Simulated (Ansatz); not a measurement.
**SrCl2 in Ansatz: the effect of functional**

Crystal: SrCl2.

```
Sr Cl
1.0
     0.00000    3.53425    3.53425
     3.53425    0.00000    3.53425
     3.53425    3.53425    0.00000
Sr Cl
1 2
Direct
  0.00000 0.00000 0.00000
  0.75000 0.75000 0.75000
  0.25000 0.25000 0.25000
```

The cell isn't the ideal one: volume scaled by 1.04.

Alike in all runs:

```yaml
Program: Ansatz 0.2.0
Task: single point
Potentials_or_basis: Ansatz PAW
k_mesh: 7 × 7 × 7
Occupations: fermi-dirac, width 0.05 eV
Spin: no spin polarisation
```

Question: One run gave: gap on the mesh 5.85 eV; pressure -1.1 GPa. Which functional did it use?
A. r2SCAN
B. PBEsol
C. LDA

Answer: A.

```tsv
functional	cutoff	gap on the mesh (eV)	pressure (GPa)
LDA	420 eV (not typed: the program's choice for these potentials)	4.77	-3.9
PBEsol	420 eV (not typed: the program's choice for these potentials)	5.03	-2.2
r2SCAN	500 eV (not typed: the program's choice for these potentials)	5.85	-1.1
```

Caveats: odd divisions of the mesh miss points on the zone boundary, where band edges often lie, so the gap on the mesh can be too wide; the PAW data sets come from PBE, with cores solved anew for the run's functional, which leaves a small shift of forces and pressure.

A k mesh can miss the band edges.
